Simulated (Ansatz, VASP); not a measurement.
**Al: VASP beside Ansatz**

```
CELL_PARAMETERS angstrom
4.53192 0.00000 0.00000
-2.26596 3.92476 0.00000
0.00000 0.00000 2.79905
ATOMIC_POSITIONS crystal
Al 0.00000 0.00000 0.00000
Al 0.33333 0.66667 0.50000
Al 0.66667 0.33333 0.50000
```

Alike in both runs: functional PBE; k mesh 8 × 8 × 11; occupations fermi-dirac, width 0.05 eV; no spin polarisation.

Ansatz relaxed the structure, and its values are those at the end. VASP's run is a single point on that final structure, the one shown.

|  | VASP | Ansatz |
| --- | --- | --- |
| version | VASP 6.6.1 | Ansatz 0.2.0 |
| potentials or method | VASP PAW PBE potentials, release 64 (Al) | PAW with Ansatz's default frozen-core files, scalar-relativistic |
| plane-wave cutoff (eV) | 520 | 420 |
| valence electrons in the cell | 9 | 9 |

```csv
,VASP,Ansatz,Ansatz less VASP
pressure (GPa),2.6,2.6,+0.02
```
